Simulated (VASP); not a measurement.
# GaSe (P6_3/mmc) in VASP: notebook

The runs below take GaSe through band structure, with HSE06, PBE0, PBE-EpsX.

Everything below comes from runs of VASP 6.6.1. Logs are shortened: lines on timing, memory, paths and dates and some standing lists are left out, and cuts for length are marked.

### 1 Starting point

Symmetry: P6_3/mmc, No. 194, hexagonal system. Conventional cell: a = 3.771 Å, b = 3.771 Å, c = 15.967 Å, α = 90.00°, β = 90.00°, γ = 120.00°. Ga (site symmetry 3m) has 1 Ga at 2.44 Å and 3 Se at 2.48 Å as nearest neighbours. Around Se (site symmetry 3m) lie 3 Ga at 2.48 Å.

### 2 Band structure, HSE06

POSCAR

```
GaSe                                    
1.0
    3.7709714895     -0.0000000000      0.0000000000
   -1.8854857447      3.2657571068     -0.0000000000
    0.0000000000      0.0000000000     15.9666906441
  Ga              Se            
     4     4
Direct
     0.3333333332999970    0.6666666667000030    0.1734622962948735
     0.6666666667000030    0.3333333332999970    0.6734622962948734
     0.3333333332999970    0.6666666667000030    0.3265377037051265
     0.6666666667000030    0.3333333332999970    0.8265377037051266
     0.3333333332999970    0.6666666667000030    0.5995067271578944
     0.6666666667000030    0.3333333332999970    0.0995067271578945
     0.3333333332999970    0.6666666667000030    0.9004932728421056
     0.6666666667000030    0.3333333332999970    0.4004932728421055
```

INCAR.step1

```
SYSTEM = GaSe
ALGO = Normal
EDIFF = 1E-5
ENCUT = 520
GGA = PE
ISIF = 2
ISMEAR = 0
KPAR = 4
LASPH = .TRUE.
LCHARG = .FALSE.
LREAL = .FALSE.
LWAVE = .TRUE.
NELM = 80
PREC = Accurate
SIGMA = 0.03
```

INCAR.step2

```
SYSTEM = GaSe
ALGO = Normal
EDIFF = 1E-6
ENCUT = 520
GGA = PE
HFSCREEN = 0.2
ISIF = 2
ISMEAR = 0
ISTART = 1
KPAR = 4
LASPH = .TRUE.
LCHARG = .FALSE.
LHFCALC = .TRUE.
LREAL = .FALSE.
LWAVE = .FALSE.
NELM = 80
PREC = Accurate
PRECFOCK = Fast
SIGMA = 0.03
```

KPOINTS

```
k-points
0
G
  6 6 1
  0 0 0
```

KPOINTS_OPT

```
explicit points
6
Reciprocal
 0.0000000000  0.0000000000  0.0000000000 1
 0.0000000000  0.0000000000  0.5000000000 1
 0.3333333333  0.3333333333  0.5000000000 1
 0.3333333333  0.3333333333  0.0000000000 1
 0.5000000000  0.0000000000  0.5000000000 1
 0.5000000000  0.0000000000  0.0000000000 1
```

Potentials or basis: VASP PAW PBE potentials, release 64 (Ga_d, Se).

Launch:

```
> cat potpaw_PBE.64/Ga_d/POTCAR potpaw_PBE.64/Se/POTCAR > POTCAR
> cp INCAR.step1 INCAR
> mpirun -np 4 vasp_std > vasp.out
> cp INCAR.step2 INCAR
> mpirun -np 4 vasp_std > vasp.out
```

OUTCAR:

```text
SYSTEM = GaSe
   EDIFF = 1E-6
   ENCUT = 520
   GGA = PE
   HFSCREEN = 0.2
   ISIF = 2
   ISMEAR = 0
   ISTART = 1
   LASPH = .TRUE.
   LHFCALC = .TRUE.
   LREAL = .FALSE.
   NELM = 80
   PREC = Accurate
   PRECFOCK = Fast

 ion  position               nearest neighbor table
   1  0.333  0.667  0.173-   3 2.44   6 2.48   6 2.48   6 2.48
   2  0.667  0.333  0.673-   4 2.44   5 2.48   5 2.48   5 2.48
   3  0.333  0.667  0.327-   1 2.44   8 2.48   8 2.48   8 2.48
   4  0.667  0.333  0.827-   2 2.44   7 2.48   7 2.48   7 2.48
   5  0.333  0.667  0.600-   2 2.48   2 2.48   2 2.48
   6  0.667  0.333  0.100-   1 2.48   1 2.48   1 2.48
   7  0.333  0.667  0.900-   4 2.48   4 2.48   4 2.48
   8  0.667  0.333  0.400-   3 2.48   3 2.48   3 2.48

  LATTYP: Found a hexagonal cell.
 ALAT       =     3.7709714895
 C/A-ratio  =     4.2341053727

  Lattice vectors:

 A1 = (   3.7709714895,   0.0000000000,   0.0000000000)
 A2 = (  -1.8854857447,   3.2657571068,   0.0000000000)
 A3 = (   0.0000000000,   0.0000000000,  15.9666906441)

Analysis of symmetry for initial positions (statically):
=====================================================================
 Subroutine PRICEL returns:
 Original cell was already a primitive cell.

 Routine SETGRP: Setting up the symmetry group for a
 hexagonal supercell.

 Subroutine GETGRP returns: Found 24 space group operations
 (whereof 12 operations were pure point group operations)
 out of a pool of 24 trial point group operations.

The static configuration has the point symmetry D_3d.
 The point group associated with its full space group is D_6h.

Analysis of symmetry for dynamics (positions and initial velocities):
=====================================================================
 Subroutine PRICEL returns:
 Original cell was already a primitive cell.

 Routine SETGRP: Setting up the symmetry group for a
 hexagonal supercell.

 Subroutine GETGRP returns: Found 24 space group operations
 (whereof 12 operations were pure point group operations)
 out of a pool of 24 trial point group operations.

The dynamic configuration has the point symmetry D_3d.
 The point group associated with its full space group is D_6h.

 Subroutine INISYM returns: Found 24 space group operations
 (whereof 12 operations are pure point group operations),
 and found     1 'primitive' translations

----------------------------------------------------------------------------------------

                                     Primitive cell

  volume of cell :     196.6310

  direct lattice vectors                    reciprocal lattice vectors
     3.770971489  0.000000000  0.000000000     0.265183654  0.153103854  0.000000000
    -1.885485745  3.265757107  0.000000000     0.000000000  0.306207708  0.000000000
     0.000000000  0.000000000 15.966690644     0.000000000  0.000000000  0.062630386

  length of vectors
     3.770971489  3.770971489 15.966690644     0.306207708  0.306207708  0.062630386

  position of ions in fractional coordinates (direct lattice)
     0.333333333  0.666666667  0.173462296
     0.666666667  0.333333333  0.673462296
     0.333333333  0.666666667  0.326537704
     0.666666667  0.333333333  0.826537704
     0.333333333  0.666666667  0.599506727
     0.666666667  0.333333333  0.099506727
     0.333333333  0.666666667  0.900493273
     0.666666667  0.333333333  0.400493273

  ion indices of the primitive-cell ions
   primitive index   ion index
                 1           1
                 2           2
                 3           3
                 4           4
                 5           5
                 6           6
                 7           7
                 8           8

----------------------------------------------------------------------------------------

 KPOINTS: k-points

Automatic generation of k-mesh.
 Grid dimensions read from file:
 generate k-points for:    6    6    1

 Generating k-lattice:

  Cartesian coordinates                     Fractional coordinates (reciprocal lattice)
     0.044197276  0.025517309  0.000000000     0.166666667  0.000000000  0.000000000
     0.000000000  0.051034618  0.000000000     0.000000000  0.166666667  0.000000000
     0.000000000  0.000000000  0.062630386     0.000000000  0.000000000  1.000000000

  Length of vectors
     0.051034618  0.051034618  0.062630386

  Shift w.r.t. Gamma in fractional coordinates (k-lattice)
     0.000000000  0.000000000  0.000000000

 Subroutine IBZKPT returns following result:
 ===========================================

 Found      7 irreducible k-points:

 Following reciprocal coordinates:
            Coordinates               Weight
  0.000000  0.000000  0.000000      1.000000
  0.166667  0.000000  0.000000      6.000000
  0.333333 -0.000000  0.000000      6.000000
  0.500000  0.000000  0.000000      3.000000
  0.166667  0.166667  0.000000      6.000000
  0.333333  0.166667  0.000000     12.000000
  0.333333  0.333333  0.000000      2.000000
   k-points           NKPTS =      7   k-points in BZ     NKDIM =     36   number of bands    NBANDS=     45
   number of dos      NEDOS =    301   number of ions     NIONS =      8
   total plane-waves  NPLWV =  94080
   dimension x,y,z NGX =    28 NGY =   28 NGZ =  120
   dimension x,y,z NGXF=    56 NGYF=   56 NGZF=  240
   ions per type =               4   4
   NGX,Y,Z   is equivalent  to a cutoff of  12.34, 12.34, 12.49 a.u.
   NGXF,Y,Z  is equivalent  to a cutoff of  24.69, 24.69, 24.99 a.u.
 SYSTEM =  GaSe
   PREC   = accura    normal or accurate (medium, high low for compatibility)
   ISTART =      1    job   : 0-new  1-cont  2-samecut
   ICHARG =      0    charge: 1-file 2-atom 10-const
   ISPIN  =      1    spin polarized calculation?
   LNONCOLLINEAR =      F non collinear calculations
   LSORBIT =      F    spin-orbit coupling
   LASPH  =      T    aspherical Exc in radial PAW
   ENCUT  =  520.0 eV  38.22 Ry    6.18 a.u.   7.01  7.01 29.69*2*pi/ulx,y,z
   NELM   =     80;   NELMIN=  2; NELMDL=  0     # of ELM steps
   EDIFF  = 0.1E-05   stopping-criterion for ELM
   LREAL  =      F    real-space projection
   EDIFFG = 0.1E-04   stopping-criterion for IOM
   NSW    =      0    number of steps for IOM
   IBRION =     -1    ionic relax: 0-MD 1-quasi-New 2-CG
   NFREE  =      0    steps in history (QN), initial steepest desc. (CG)
   ISIF   =      2    stress and relaxation
   ISYM   =      3    0-nonsym 1-usesym 2-fastsym
   POTIM  = 0.5000    time-step for ionic-motion
   TEBEG  =    0.0;   TEEND  =   0.0 temperature during run
   PSTRESS=    0.0 pullay stress
   NELECT =      76.0000    total number of electrons
   NUPDOWN=      -1.0000    fix difference up-down
   EMIN   =  10.00;   EMAX   =-10.00  energy-range for DOS
   EFERMI =   0.00;   METHOD = LEGACY
   ISMEAR =     0;   SIGMA  =   0.03  broadening in eV -4-tet -1-fermi 0-gaus
   EFERMI_NEDOS =   21; number of points for ismear=-14 and -15
   IALGO  =     38    algorithm
   IMIX   =      1    mixing-type and parameters
     AMIX     =   0.40;   BMIX     =  1.00
     AMIX_MAG =   1.60;   BMIX_MAG =  1.00
  volume/ion in A,a.u.               =      24.58       165.87
  Fermi-wavevector in a.u.,A,eV,Ry     =   1.192510  2.253517 19.348573  1.422080
  Thomas-Fermi vector in A             =   2.328546
   LORBIT       =      0    0 simple, 1 ext, 2 COOP (PROOUT), +10 PAW based schemes
   GGA     = PE    functional components
   LHFCALC =     T    Hartree Fock is set to
   PRECFOCK=fast      Normal, Fast or Accurate (Low or Medium for compatibility)
   ENCUT4O =  -1.0   cutoff for four orbital integrals eV
   NKREDX  =     1    reduce k-point grid by
   NKREDY  =     1    reduce k-point grid by
   NKREDZ  =     1    reduce k-point grid by
   AEXX    =    0.2500 exact exchange contribution
   HFSCREEN=    0.2000 screening length (either q_TF or 0.3 A-1)
   HFSCREENC=   0.2000 screening length for correlation (either q_TF or 0.3 A-1)
   ENCUTFOCK=  -1.0 apply spherical cutoff to Coloumb kernel
   IVDW    =     0    specifies the selected vdW correction
   LEPSILON=     F    determine dielectric tensor
   LRPA    =     F    only Hartree local field effects (RPA)
 non-spin polarized calculation
 Gauss-broadening in eV      SIGMA  =   0.03
  energy-cutoff  :      520.00
  volume of cell :      196.63
 maximum number of plane-waves:      5313
 NGX is ok and might be reduce to    28
  NGX = 16; NGY = 16; NGZ = 70

 number of electron      76.0000014 magnetization

 Free energy of the ion-electron system (eV)
  ---------------------------------------------------
  ext. energy  EPLUGINS =         0.00000000
  ---------------------------------------------------
  free energy    TOTEN  =       -36.61171766 eV

  energy without entropy =      -36.61171766  energy(sigma->0) =      -36.61171766

 E-fermi :   3.0785     XC(G=0):  -7.6755

 val. band max:        2.9479809873   @ k =   0.0000   0.0000   0.0000
 cond. band min:       4.6954758674   @ k =   0.0000   0.0000   0.0000
 fundamental gap:      1.7474948801
 Fermi energy:         3.0784748101

 k-point     1 :       0.0000    0.0000    0.0000
  band No.  band energies     occupation
      1     -14.8156      2.00000
      2     -14.8154      2.00000
      3     -14.7112      2.00000
      4     -14.7112      2.00000
      5     -14.7110      2.00000
      6     -14.7110      2.00000
[... 37 lines left out ...]
     44       7.7710      0.00000
     45       7.8721      0.00000

 k-point     2 :       0.1667    0.0000    0.0000
  band No.  band energies     occupation
      1     -14.8135      2.00000
      2     -14.8133      2.00000
      3     -14.7454      2.00000
      4     -14.7434      2.00000
      5     -14.7076      2.00000
      6     -14.7075      2.00000
[... 232 lines left out ...]
 k-point     7 :       0.3333    0.3333    0.0000
  band No.  band energies     occupation
      1     -14.8413      2.00000
      2     -14.8413      2.00000
      3     -14.7878      2.00000
      4     -14.7878      2.00000
      5     -14.7646      2.00000
      6     -14.7646      2.00000
[... 37 lines left out ...]
     44       7.5333      0.00000
     45       7.7868      0.00000

------------------------ aborting loop because EDIFF is reached ----------------------------------------

  FORCE on cell =-STRESS in cart. coord.  units (eV):
  Direction    XX          YY          ZZ          XY          YZ          ZX
  --------------------------------------------------------------------------------------
  -------------------------------------------------------------------------------------
  Total       -0.1851328     -0.1851328      0.5968677     -0.0000000      0.0000000      0.0000000
  in kB       -1.5084879     -1.5084879      4.8633624     -0.0000000      0.0000000      0.0000000
  external PRESSURE =       0.6154622 kB  Pullay stress =       0.0000000 kB

 VOLUME and BASIS-vectors are now :
 -----------------------------------------------------------------------------
  energy-cutoff  :      520.00
  volume of cell :      196.63
      direct lattice vectors                 reciprocal lattice vectors
     3.770971489  0.000000000  0.000000000     0.265183654  0.153103854  0.000000000
    -1.885485745  3.265757107  0.000000000     0.000000000  0.306207708  0.000000000
     0.000000000  0.000000000 15.966690644     0.000000000  0.000000000  0.062630386

 POSITION                                       TOTAL-FORCE (eV/Angst)
 -----------------------------------------------------------------------------------
     -0.00000      2.17717      2.76962        -0.000000     -0.000000     -0.249858
      1.88549      1.08859     10.75296         0.000000      0.000000     -0.249858
     -0.00000      2.17717      5.21373         0.000000     -0.000000      0.249858
      1.88549      1.08859     13.19707        -0.000000      0.000000      0.249858
     -0.00000      2.17717      9.57214        -0.000000      0.000000      0.351467
      1.88549      1.08859      1.58879        -0.000000     -0.000000      0.351467
     -0.00000      2.17717     14.37790        -0.000000      0.000000     -0.351467
      1.88549      1.08859      6.39455         0.000000     -0.000000     -0.351467
 -----------------------------------------------------------------------------------
    total drift:                                0.000004     -0.000002     -0.000112

  FREE ENERGIE OF THE ION-ELECTRON SYSTEM (eV)
  ---------------------------------------------------
  free  energy   TOTEN  =       -36.6117176615 eV

  energy  without entropy=      -36.6117176615  energy(sigma->0) =      -36.61171766
```

It took 32 min on 4 MPI ranks of Intel Xeon Platinum 8488C (Sapphire Rapids), shared host; peak memory 0.52 GiB.

Results:

```
Free energy             : -36.6117 eV
Pressure                : 0.1 GPa
Largest force           : 0.351 eV/Å
Band gap on the k mesh  : 1.75 eV, direct
Band gap along the path : 1.75 eV, direct
```

Forces in eV/Å, atoms in the order of the input:
```
Ga   0.000  0.000 -0.250
Ga   0.000  0.000 -0.250
Ga   0.000  0.000  0.250
Ga   0.000  0.000  0.250
Se   0.000  0.000  0.351
Se   0.000  0.000  0.351
Se   0.000  0.000 -0.351
Se   0.000  0.000 -0.351
```

Caveat: the PAW data sets were made with another functional, which shifts forces and pressure a little; this functional lacks dispersion, which binds the layers, so the pressure and a relaxed spacing across them are unreliable.

(Continued in part 2 of 2.)
